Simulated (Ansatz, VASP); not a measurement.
## Two plane-wave programs on KBr

```
K Br
1.0
     0.00000    3.31308    3.31308
     3.29250    0.02058    3.29250
     3.29250    3.29250    0.02058
K Br
1 1
Direct
  0.00000 0.00000 0.00000
  0.50000 0.50000 0.50000
```

Change from the starting cell: strain +0.0125 x Voigt [0, 0, 0, 1, 0, 0], atoms carried along.

Alike in both runs: task single point; functional PBEsol; k mesh 6 × 6 × 6; occupations gaussian, width 0.05 eV; no spin polarisation.

```csv
,VASP,Ansatz
version,VASP 6.6.1,Ansatz 0.2.0
potentials or method,"VASP PAW PBE potentials, release 64 (K_sv, Br)","scalar-relativistic, plane waves, PAW"
plane-wave cutoff (eV),520,420
valence electrons in the cell,16,16
```

|  | VASP | Ansatz | Ansatz less VASP |
| --- | --- | --- | --- |
| gap on the k mesh at the Fermi level (eV) | 4.28 | 4.28 | +0.003 |
| least direct gap on the mesh (eV) | 4.28 | 4.28 | +0.003 |
| pressure (GPa) | -0.2 | -0.2 | -0.05 |
| largest component of the traceless stress (GPa) | 0.06 | 0.06 | +0.001 |

Caveats: the PAW data sets were made with another functional, which shifts forces and pressure a little (VASP).
